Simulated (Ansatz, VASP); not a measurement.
# Cross-check of Ta2O5 between VASP and Ansatz, part 2 of 2

Wanted: the spread between two codes on one cell, functional and k mesh. The cell is taken from a series of runs on this material, whose earlier steps may have relaxed, scaled, displaced or heated it; both programs get it as it stands.

VASP 6.6.1 and Ansatz 0.2.0.

So far: Starting point; Ansatz: single point, HSE06 with D3(BJ); VASP: single point, HSE06 with D3(BJ).

## (3) VASP: single point, HSE06 with D3(BJ) (continued)

Level of this step: HSE06 with D3(BJ); plane waves and PAW (Ta_pv, O) (VASP).

Numbers of over 12 decimals in the logs are rounded to 6 here.

OUTCAR, selected parts (step 3):

```text
ion  position               nearest neighbor table
   1  0.500  0.000  0.500-   5 1.93   5 1.93   3 2.17   4 2.17   3 2.17   4 2.17
   2  0.000  0.000  0.000-   6 1.83   6 1.83   7 1.93   7 1.93   3 2.06   4 2.06
   3  0.000  0.000  0.320-   2 2.06   1 2.17   1 2.17
   4  0.000  0.000  0.680-   2 2.06   1 2.17   1 2.17
   5  0.500  0.500  0.500-   1 1.93   1 1.93
   6  0.500  0.000  0.000-   2 1.83   2 1.83
   7  0.000  0.500  0.000-   2 1.93   2 1.93

  LATTYP: Found a simple orthorhombic cell.
 ALAT       =     3.6632047134
 B/A-ratio  =     1.0519125676
 C/A-ratio  =     1.7554633140

 Subroutine GETGRP returns: Found  8 space group operations
 (whereof  8 operations were pure point group operations)

The static configuration has the point symmetry D_2h.

 Found     18 irreducible k-points:

   k-points           NKPTS =     18   k-points in BZ     NKDIM =     32   number of bands    NBANDS=     33

   dimension x,y,z NGX =    28 NGY =   30 NGZ =   48
   dimension x,y,z NGXF=    56 NGYF=   60 NGZF=   96

   ENCUT  =  520.0 eV  38.22 Ry    6.18 a.u.   6.81  7.16 11.96*2*pi/ulx,y,z

   NELECT =      52.0000    total number of electrons

 k-points in reciprocal lattice and weights: Automatic mesh
   0.00000000  0.00000000  0.00000000       0.031
   0.25000000  0.00000000  0.00000000       0.062
   0.50000000  0.00000000  0.00000000       0.031
   0.00000000  0.25000000  0.00000000       0.062
   0.25000000  0.25000000  0.00000000       0.125
   0.50000000  0.25000000  0.00000000       0.062
   0.00000000  0.50000000  0.00000000       0.031
   0.25000000  0.50000000  0.00000000       0.062
   0.50000000  0.50000000  0.00000000       0.031
[...]
0.25000000  0.50000000  0.50000000       0.062
   0.50000000  0.50000000  0.50000000       0.031

  exchange ACFDT corr.  =         0.00000000  see jH, gK, PRB 81, 115126

 average (electrostatic) potential at core
       1 -38.5769       2 -35.6358       3 -66.4474       4 -66.4474       5 -66.9257
       6 -66.0697       7 -64.8330

 E-fermi :   1.5500

 k-point     1 :       0.0000    0.0000    0.0000
  band No.  band energies     occupation
    ...
     22      -0.6617      2.00000
     23      -0.2683      2.00000
     24       0.4381      2.00000
     25       0.5066      2.00000
     26       0.6634      2.00000
     27       3.2122      0.00000
     28       3.5333      0.00000
     29       3.8969      0.00000
     30       4.9527      0.00000
     31       5.1647      0.00000
    ...

 k-point     2 :       0.2500    0.0000    0.0000
  band No.  band energies     occupation
    ...
     22      -1.5567      2.00000
     23      -0.9041      2.00000
     24       0.0333      2.00000
     25       0.1708      2.00000
     26       0.3884      2.00000
     27       3.4366      0.00000
     28       3.6207      0.00000
     29       4.3732      0.00000
     30       6.2353      0.00000
     31       6.8390      0.00000
    ...

 k-point     3 :       0.5000    0.0000    0.0000
  band No.  band energies     occupation
    ...
     22      -1.3211      2.00000
     23      -0.6699      2.00000
     24      -0.3311      2.00000
     25       0.0501      2.00000
     26       0.1837      2.00000
     27       2.9020      0.00000
     28       3.2850      0.00000
     29       5.0920      0.00000
     30       6.1853      0.00000
     31       6.2602      0.00000
    ...

 Edisp (eV)   -1.66313

  Total      -1.65505    -2.06398    -0.78857    -0.00000     0.00000     0.00000
  in kB     -29.21234   -36.43012   -13.91865    -0.00000     0.00000     0.00000
  external pressure =      -26.52 kB  Pullay stress =        0.00 kB

  energy-cutoff  :      520.00
  volume of cell :       90.77
      direct lattice vectors                 reciprocal lattice vectors
     3.663204713  0.000000000  0.000000000     0.272985017  0.000000000  0.000000000
     0.000000000  3.853371076  0.000000000     0.000000000  0.259513029  0.000000000
     0.000000000  0.000000000  6.430621486     0.000000000  0.000000000  0.155505965

 POSITION                                       TOTAL-FORCE (eV/Angst)
 -----------------------------------------------------------------------------------
      1.83160      0.00000      3.21531        -0.000000      0.000000      0.000000
      0.00000      0.00000      0.00000        -0.000000      0.000000      0.000000
      0.00000      0.00000      2.06023         0.000000      0.000000      0.072012
      0.00000      0.00000      4.37039        -0.000000     -0.000000     -0.072012
      1.83160      1.92669      3.21531        -0.000000      0.000000      0.000000
      1.83160      0.00000      0.00000        -0.000000      0.000000      0.000000
      0.00000      1.92669      0.00000        -0.000000      0.000000      0.000000
 -----------------------------------------------------------------------------------
    total drift:                               -0.000000      0.000000      0.000019

  FREE ENERGIE OF THE ION-ELECTRON SYSTEM (eV)
  ---------------------------------------------------
  free  energy   TOTEN  =       -81.8789035405 eV

  energy  without entropy=      -81.8789035405  energy(sigma->0) =      -81.87890354

 total charge
# of ion       s       p       d       tot
------------------------------------------
    1        0.305   6.290   1.761   8.356
    2        0.391   6.474   2.093   8.957
    3        1.561   3.526   0.000   5.087
    4        1.561   3.526   0.000   5.087
    5        1.578   3.542   0.000   5.120
    6        1.594   3.655   0.000   5.249
    7        1.576   3.577   0.000   5.152
--------------------------------------------------
tot          8.566  30.589   3.854  43.009

[... 3 further parts left out ...]
```

The run ends at a pressure of -2.65 GPa, with forces up to 0.072 eV/Å.

## (4) Comparison

Known differences besides the potentials themselves: exact exchange at q = 0 is treated differently, which shows on coarse meshes; VASP keeps PBE cores, Ansatz makes them for the functional; fixed occupations in Ansatz, narrow Gaussian smearing in VASP; the data sets hold 84 valence electrons in Ansatz (on PAW files that the input asks for by source) and 52 in VASP; the cutoff is 930 eV in Ansatz and 520 eV in VASP; VASP takes a coarser grid for exact exchange (PRECFOCK = Fast). Total energies have different zeros and are not compared.

The two programs side by side:

```csv
quantity,Ansatz,VASP,difference
gap on the k mesh (eV),1.591,1.466,+0.125
```

A gap on the mesh is an upper bound, since the band edges may lie between its points; neither run holds spin-orbit coupling, which can move the band edges of a compound of Ta.

## (5) Summary of results

```json
{
 "difference in gap on the k mesh (single point, HSE06 with D3(BJ))": "0.12 eV"
}
```

In words: The difference in gap on the k mesh is 0.12 eV (single point, HSE06 with D3(BJ)), beyond the 0.08 eV picked in this series as the mark of a large difference. The data sets hold unlike numbers of valence electrons (84 in Ansatz and 52 in VASP), so part of the differences comes from the potentials. What causes the difference of the single point, HSE06 with D3(BJ) pair stays open here. Such differences can come from data sets, numerical settings and the points named under the comparisons, not from the functional's error against experiment.

[Lines on the potential files, build, host, timing and source positions are cut from VASP's logs without a mark.]

[Logs are printed without paths, hosts, clocks, repeated set-up lines and the standing remarks that a program may print on its own settings, such as how far it seeks lower states.]

[Hosts, paths, dates, database ids (printed as entryN), source tags and the programs' standing remarks are cut or masked in the printed files.]
